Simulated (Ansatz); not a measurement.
# MgB2 (Fd-3m) in Ansatz: reference runs, part 2 of 2

Ansatz 0.2.0.

## 3. Single point, PBE (atoms moved at random, drawn with an rms of 0.05 Å)

input.yaml

```yaml
crystal:
  lattice:
    - [0.0, 2.99364, 2.99364]
    - [2.99364, 0.0, 2.99364]
    - [2.99364, 2.99364, 0.0]
  atoms:
    - { symbol: Mg, position: [0.009521, -0.020202, 0.001117] }
    - { symbol: Mg, position: [0.264418, 0.238259, 0.252412] }
    - { symbol: B, position: [0.615186, 0.120675, 0.634096] }
    - { symbol: B, position: [0.610432, 0.623631, 0.129996] }
    - { symbol: B, position: [0.137011, 0.617123, 0.613957] }
    - { symbol: B, position: [0.628661, 0.623137, 0.619709] }
hamiltonian:
  xc: pbe
  pseudopotentials: { kind: paw }
kpoints:
  mp_grid: { grid: [8, 8, 8] }
scf:
  occupations: { method: fermi_dirac, width: 0.05 }
output:
  forces: true
  stress: true
  eigenvalues: true
  write_density: true
  write_potential: true
  elf: true
  volumetric_format: npy
```

Potentials or basis: Ansatz PAW.

On the command line:

```sh
> ansatz run input.yaml --threads 2 --pin off --max-ram 5120MiB --backend cpu --events-out ev --progress --plain --runs-dir out
```

The program printed:

```text
Warning: RAYON_NUM_THREADS=2 ignored (pool sized by the plan → 2); use --threads N
Engine: ansatz 0.2.0, x86_64-unknown-linux-gnu
Pseudopotentials: kind: paw
Pseudopotential: Mg, paw, valence charge 10, recommended cutoff 420 eV (normal), Mg.paw.azcp
Pseudopotential: B, paw, valence charge 3, recommended cutoff 420 eV (normal), B.paw.azcp
Functional definition: PBE
  parameter kappa = 0.804
  parameter beta = 0.06672455060314922
  exchange = pbe_x(kappa = kappa, mu = beta*pi^2/3)
  correlation = pbe_c(beta = beta)
Crystal: 6 atoms, lattice volume = 53.657 Å³
Basis set: ecut = 420 eV, 1067 PW (Γ), exchange–correlation on 60×60×60 points (8 copies of the dense FFT grid, shifted against one another)
Bands: 22, of which v1, the nominal top of the filled ones, is band 16 counted from 1 (15 counted from 0)
Symmetry: 1 space group operations
Space group: P1 (ITA 1), of the structure as read, at distance tolerance 3.8e-5 Å
k-points: 260 of 512 (time reversal used)
Non-local potential: Mg, projectors of the file, l = 0: 3, l = 1: 2, l = 2: 1
Non-local potential: B, projectors of the file, l = 0: 2, l = 1: 2, l = 2: 1
PAW form: soft (Blöchl's): semilocal exchange-correlation on the pseudo side does not see the compensation charge
PAW one-centre angular grid: Mg, 110 points (default); XC on 64 Gauss nodes
PAW one-centre angular grid: B, 110 points (default); XC on 64 Gauss nodes
[... 16 lines left out ...]
Internal energy: -4466.674836 eV  (E = F + TS)
E sigma→0 (E₀):  -4466.680868 eV
Entropy (-TS):   -0.012064 eV (-2.011 meV/atom)
Fermi energy:    11.309309 eV
--- Per-component energies (eV) ---
  E_band       = -544.819168
  E_kinetic    = 339.084496
  E_local      = -2988.800423  (includes V_loc(G=0)·N_el)
  E_nonlocal   = 236.838987
  E_hartree    = 1078.744373
  E_xc         = -187.133392
  E_vxc        = -228.544803  (∫ρ·V_xc dr)
  E_paw        = -895.925045  (= ΣΔE_a)
  E_vpaw       = -60.894359  (= ΣTr[D̂ρ^β])
  E_aug_tail   = -0.000014  (compensation charges beyond the density's cutoff)
  E_ewald      = -2049.483818
  E_smearing   = -0.012064  (= −TS)
  E_closure    = -0.000000  (closes the sum)
  Σ components = -4466.686900   (vs F -4466.686900, Δ=0.00e0)
--- Forces (eV/Å), atoms counted from 1 ---
  atom   1  Mg     0.38706179    -0.31822044     0.16326606
  atom   2  Mg     0.00044446    -0.50154066    -0.34223588
  atom   3  B     -0.13320669     0.10109447     0.11224995
  atom   4  B      0.07532222     0.22567142     0.15729645
  atom   5  B     -0.29260501     0.18904070     0.00672314
  atom   6  B     -0.03702179     0.30396557    -0.09729920
  max |Σ_I F_I| component: 1.11e-5 eV/Å
--- Stress (GPa, compression-positive) ---
        0.657428      -0.685445      -0.395181
       -0.685445       0.663196      -0.285977
       -0.395181      -0.285977       0.648863
  P = ⅓ Tr σ = 0.6565 GPa (6.565 kbar)
--- Band table (eV; the first three rows and the last of 260) ---
  k-point 0: bands = ["-64.4826", "-64.4469", "-31.2774", "-31.2700", "-31.2516", "-31.1886", "-31.1873", "-31.1868", "-2.7878", "4.4374", "6.6540", "6.6950", "6.7175", "8.6574", "8.7579", "8.7867", "9.4642", "9.5662", "12.8101", "15.4059", "15.4151", "15.4778"]
  k-point 1: bands = ["-64.4818", "-64.4478", "-31.2788", "-31.2700", "-31.2533", "-31.1881", "-31.1865", "-31.1857", "-2.6303", "4.0335", "5.8849", "6.5622", "6.6267", "8.6196", "8.6478", "9.5317", "9.6651", "10.0207", "13.3864", "15.1652", "16.0193", "16.0680"]
  k-point 2: bands = ["-64.4795", "-64.4501", "-31.2821", "-31.2697", "-31.2574", "-31.1886", "-31.1835", "-31.1825", "-2.1687", "2.8222", "5.2501", "6.4149", "6.4805", "8.0909", "8.1212", "10.5089", "10.5489", "11.4189", "14.3744", "15.3959", "17.4728", "17.5284"]
  k-point 259: bands = ["-64.4769", "-64.4526", "-31.2850", "-31.2776", "-31.2553", "-31.1888", "-31.1799", "-31.1792", "-0.8984", "0.6228", "4.8784", "6.4190", "6.4788", "7.3062", "7.3406", "12.6857", "12.7083", "12.8711", "14.9590", "15.0432", "15.0694", "17.1670"]
```

rho_z.tsv:

```text
# z_ang	rho[e/angstrom^3]
# format = ansatz-planar-average/11
# lattice	0.000000000	2.993640000	2.993640000
# lattice	2.993640000	0.000000000	2.993640000
# lattice	2.993640000	2.993640000	0.000000000
# sites	6
# site	12	-0.057133619	0.031846342	-0.031975069
# site	12	1.468892332	1.547202961	1.504833974
# site	5	2.259512656	3.739900566	2.202902924
# site	5	2.256087932	2.216574878	3.694340359
# site	5	3.685410331	2.248127844	2.257605708
# site	5	3.720633499	3.737170367	3.747432565
0.000000	1.048869e0
0.141122	9.775146e-1
0.282243	7.967369e-1
0.423365	6.242983e-1
0.564486	5.758328e-1
0.705608	6.848573e-1
0.846729	8.785266e-1
0.987851	1.029620e0
1.128972	1.041845e0
1.270094	9.058828e-1
1.411215	6.937528e-1
1.552337	5.023067e-1
1.693459	3.903338e-1
1.834580	3.567700e-1
1.975702	3.668213e-1
2.116823	3.882747e-1
2.257945	4.052667e-1
2.399066	4.137898e-1
2.540188	4.159536e-1
2.681309	4.157446e-1
2.822431	4.139644e-1
2.963552	4.070085e-1
3.104674	3.914357e-1
3.245795	3.683918e-1
3.386917	3.467017e-1
3.528039	3.488083e-1
3.669160	4.106155e-1
3.810282	5.579251e-1
3.951403	7.690075e-1
4.092525	9.644701e-1
```

It took 9.2 s on 2 threads of Intel Xeon Platinum 8559C (Emerald Rapids), shared host; peak memory 0.61 GiB.

What came out:

```yaml
Free_energy: -4466.6869 eV
Pressure: 0.7 GPa
Largest_force: 0.607 eV/Å
Band_gap_on_the_k_mesh: none (metal or under the smearing width)
```

Forces in eV/Å, atoms in the order of the input:
```
Mg   0.387 -0.318  0.163
Mg   0.000 -0.502 -0.342
B   -0.133  0.101  0.112
B    0.075  0.226  0.157
B   -0.293  0.189  0.007
B   -0.037  0.304 -0.097
```

Levels at points of the mesh, in eV from the Fermi level:
```
              k point  band 13  band 14  band 15  band 16  band 17  band 18  band 19  band 20
   (0.00, 0.00, 0.00)    -4.59    -2.65    -2.55    -2.52    -1.85    -1.74     1.50     4.10
  (0.00, 0.00, -0.50)    -4.81    -4.04    -3.97     1.26     1.41     1.60     3.65     3.77
  (0.00, -0.50, 0.00)    -4.80    -4.07    -4.00     1.32     1.39     1.59     3.65     3.77
 (0.00, -0.50, -0.50)    -5.95    -5.93     1.47     1.87     2.14     2.47     3.24     3.71
  (-0.50, 0.00, 0.00)    -4.82    -4.07    -4.05     1.30     1.45     1.59     3.63     3.78
 (-0.50, 0.00, -0.50)    -5.98    -5.90     1.75     1.83     2.10     2.35     3.33     3.52
 (-0.50, -0.50, 0.00)    -5.97    -5.90     1.62     1.83     2.11     2.40     3.31     3.58
(-0.50, -0.50, -0.50)    -4.83    -4.00    -3.97     1.38     1.40     1.56     3.65     3.73
```

## 4. Single point, PBE, 8.41 Å³/atom (volume scaled by 0.94)

input.yaml

```yaml
crystal:
  lattice:
    - [0.0, 2.9325281585, 2.9325281585]
    - [2.9325281585, 0.0, 2.9325281585]
    - [2.9325281585, 2.9325281585, 0.0]
  atoms:
    - { symbol: Mg, position: [0.0, 0.0, 0.0] }
    - { symbol: Mg, position: [0.25, 0.25, 0.25] }
    - { symbol: B, position: [0.625, 0.125, 0.625] }
    - { symbol: B, position: [0.625, 0.625, 0.125] }
    - { symbol: B, position: [0.125, 0.625, 0.625] }
    - { symbol: B, position: [0.625, 0.625, 0.625] }
hamiltonian:
  xc: pbe
  pseudopotentials: { kind: paw }
kpoints:
  mp_grid: { grid: [8, 8, 8] }
scf:
  occupations: { method: fermi_dirac, width: 0.05 }
output:
  forces: true
  stress: true
  eigenvalues: true
```

On the command line:

```sh
> ansatz run input.yaml --threads 2 --pin off --max-ram 5120MiB --backend cpu --events-out ev --progress --plain --runs-dir out
```

Run time: 0.62 s. Hardware: 2 threads of Intel Xeon Platinum 8559C (Emerald Rapids), shared host; peak memory 0.37 GiB.

It converged, with:

| Quantity | Value |
| --- | --- |
| Free energy | -4466.6212 eV |
| Pressure | 10.3 GPa |
| Band gap on the k mesh | none (metal or under the smearing width) |

## 5. Single point, PBE, 8.59 Å³/atom (volume scaled by 0.96)

input.yaml, as its differences from that of step 4:

```diff
@@ -2,5 +2,5 @@
   lattice:
-    - [0.0, 2.9325281585, 2.9325281585]
-    - [2.9325281585, 0.0, 2.9325281585]
-    - [2.9325281585, 2.9325281585, 0.0]
+    - [0.0, 2.9531804457, 2.9531804457]
+    - [2.9531804457, 0.0, 2.9531804457]
+    - [2.9531804457, 2.9531804457, 0.0]
   atoms:
```

On the command line:

```sh
> ansatz run input.yaml --threads 2 --pin off --max-ram 5120MiB --backend cpu --events-out ev --progress --plain --runs-dir out
```

Run time: 0.67 s. Hardware: 2 threads of Intel Xeon Platinum 8559C (Emerald Rapids), shared host; peak memory 0.36 GiB.

Results (log left out):

- Free energy: -4466.6776 eV
- Pressure: 6.6 GPa
- Band gap on the k mesh: none (metal or under the smearing width)

## 6. Single point, PBE, 8.76 Å³/atom (volume scaled by 0.98)

input.yaml, as its differences from that of step 5:

```diff
@@ -2,5 +2,5 @@
   lattice:
-    - [0.0, 2.9531804457, 2.9531804457]
-    - [2.9531804457, 0.0, 2.9531804457]
-    - [2.9531804457, 2.9531804457, 0.0]
+    - [0.0, 2.973547851, 2.973547851]
+    - [2.973547851, 0.0, 2.973547851]
+    - [2.973547851, 2.973547851, 0.0]
   atoms:
```

Potentials or basis: Ansatz PAW.

On the command line:

```sh
> ansatz run input.yaml --threads 2 --pin off --max-ram 5120MiB --backend cpu --events-out ev --progress --plain --runs-dir out
```

Run time: 0.63 s. Hardware: 2 threads of Intel Xeon Platinum 8559C (Emerald Rapids), shared host; peak memory 0.37 GiB.

Results (log left out):

| Item | Value |
| --- | --- |
| Free energy | -4466.7105 eV |
| Pressure | 3.3 GPa |
| Band gap on the k mesh | none (metal or under the smearing width) |

## 7. Single point, PBE, 8.94 Å³/atom

input.yaml, as its differences from that of step 6:

```diff
@@ -2,5 +2,5 @@
   lattice:
-    - [0.0, 2.973547851, 2.973547851]
-    - [2.973547851, 0.0, 2.973547851]
-    - [2.973547851, 2.973547851, 0.0]
+    - [0.0, 2.99364, 2.99364]
+    - [2.99364, 0.0, 2.99364]
+    - [2.99364, 2.99364, 0.0]
   atoms:
@@ -23 +23,5 @@
   eigenvalues: true
+  write_density: true
+  write_potential: true
+  elf: true
+  volumetric_format: npy
```

On the command line:

```sh
> ansatz run input.yaml --threads 2 --pin off --max-ram 5120MiB --backend cpu --events-out ev --progress --plain --runs-dir out
```

Wall time 0.85 s (2 threads of Intel Xeon Platinum 8559C (Emerald Rapids), shared host); peak memory 0.39 GiB.

It converged, with:

```yaml
Free_energy: -4466.7220 eV
Pressure: 0.2 GPa
Band_gap_on_the_k_mesh: none (metal or under the smearing width)
```

## 8. Single point, PBE, 9.12 Å³/atom (volume scaled by 1.02)

input.yaml, as its differences from that of step 7:

```diff
@@ -2,5 +2,5 @@
   lattice:
-    - [0.0, 2.99364, 2.99364]
-    - [2.99364, 0.0, 2.99364]
-    - [2.99364, 2.99364, 0.0]
+    - [0.0, 3.0134660082, 3.0134660082]
+    - [3.0134660082, 0.0, 3.0134660082]
+    - [3.0134660082, 3.0134660082, 0.0]
   atoms:
@@ -23,5 +23 @@
   eigenvalues: true
-  write_density: true
-  write_potential: true
-  elf: true
-  volumetric_format: npy
```

On the command line:

```sh
> ansatz run input.yaml --threads 2 --pin off --max-ram 5120MiB --backend cpu --events-out ev --progress --plain --runs-dir out
```

Wall time 0.72 s (2 threads of Intel Xeon Platinum 8559C (Emerald Rapids), shared host); peak memory 0.37 GiB.

Results (log left out):

```yaml
Free_energy: -4466.7142 eV
Pressure: -2.5 GPa
Band_gap_on_the_k_mesh: none (metal or under the smearing width)
```

## 9. Single point, PBE, 9.30 Å³/atom (volume scaled by 1.04)

input.yaml, as its differences from that of step 8:

```diff
@@ -2,5 +2,5 @@
   lattice:
-    - [0.0, 3.0134660082, 3.0134660082]
-    - [3.0134660082, 0.0, 3.0134660082]
-    - [3.0134660082, 3.0134660082, 0.0]
+    - [0.0, 3.0330345177, 3.0330345177]
+    - [3.0330345177, 0.0, 3.0330345177]
+    - [3.0330345177, 3.0330345177, 0.0]
   atoms:
```

Potentials or basis: Ansatz PAW.

On the command line:

```sh
> ansatz run input.yaml --threads 2 --pin off --max-ram 5120MiB --backend cpu --events-out ev --progress --plain --runs-dir out
```

It took 0.75 s on 2 threads of Intel Xeon Platinum 8559C (Emerald Rapids), shared host; peak memory 0.37 GiB.

Results (log left out):

```
Free energy            : -4466.6887 eV
Pressure               : -5.0 GPa
Band gap on the k mesh : none (metal or under the smearing width)
```

## 10. Single point, PBE, 9.48 Å³/atom (volume scaled by 1.06)

input.yaml, as its differences from that of step 9:

```diff
@@ -2,5 +2,5 @@
   lattice:
-    - [0.0, 3.0330345177, 3.0330345177]
-    - [3.0330345177, 0.0, 3.0330345177]
-    - [3.0330345177, 3.0330345177, 0.0]
+    - [0.0, 3.0523537297, 3.0523537297]
+    - [3.0523537297, 0.0, 3.0523537297]
+    - [3.0523537297, 3.0523537297, 0.0]
   atoms:
```

On the command line:

```sh
> ansatz run input.yaml --threads 2 --pin off --max-ram 5120MiB --backend cpu --events-out ev --progress --plain --runs-dir out
```

It took 0.77 s on 2 threads of Intel Xeon Platinum 8559C (Emerald Rapids), shared host; peak memory 0.37 GiB.

It converged, with:

- Free energy: -4466.6474 eV
- Pressure: -7.3 GPa
- Band gap on the k mesh: none (metal or under the smearing width)

## 11. Equation of state, PBE

Potentials or basis: Ansatz PAW.

No new run: the results of the series are fitted here.

What came out:

- Equilibrium volume: 8.96 Å³/atom
- Bulk modulus: 144 GPa
- Pressure derivative of the bulk modulus: 3.9

Energy against volume, from the lowest point:
```csv
volume (Å³/atom),energy (meV/atom)
8.406,16.80
8.585,7.40
8.764,1.92
8.943,0.00
9.122,1.30
9.301,5.55
9.479,12.43
```

## 12. Summary

```csv
task,cell,gap on the mesh (eV),pressure (GPa)
single point,as given,none,0.2
single point,"atoms moved at random, drawn with an rms of 0.05 Å",none,0.7
equation of state,as given,-,-
```

Alike in all rows: level PBE; potentials or basis Ansatz PAW; no spin polarisation; k mesh 8 × 8 × 8; cutoff (eV) 420; smearing fermi-dirac 0.05 eV.

Total energies depend on the potentials used, so only differences within one code and one set of settings carry meaning.
